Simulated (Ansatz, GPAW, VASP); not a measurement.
**Pb: 3 runs at one level of theory**

```
Pb
1.0
     0.00000    2.47502    2.47502
     2.47502    0.00000    2.47502
     2.47502    2.47502    0.00000
Pb
1
Direct
  0.00000 0.00000 0.00000
```

Alike in all runs: task band structure; functional RPBE; k mesh 9 × 9 × 9; occupations fermi-dirac, width 0.05 eV; no spin polarisation; no spin-orbit coupling. Pressure is positive in compression and, in plane waves, holds the error of the finite cutoff.

| program and potentials | plane-wave cutoff (eV) | notes | band gap (eV) | pressure (GPa) |
| --- | --- | --- | --- | --- |
| GPAW, the program's PAW data sets (release 1.2.1) made for this functional | 600 | - | no gap | 3.61 |
| Ansatz, all-electron LAPW, scalar-relativistic | - | - | no gap | 3.88 |
| VASP, PBE PAW files Pb_d, 520 eV | 520 | potentials made for PBE | no gap | 3.81 |

None finds a gap. The pressure spans 3.61 (GPAW, the program's PAW data sets (release 1.2.1) made for this functional) to 3.88 GPa (Ansatz, all-electron LAPW, scalar-relativistic), with all-electron results at 3.88.

The functional is the same throughout but for its coding, so the spread measures potentials, basis and numerics; runs on potential files found faulty are left out.
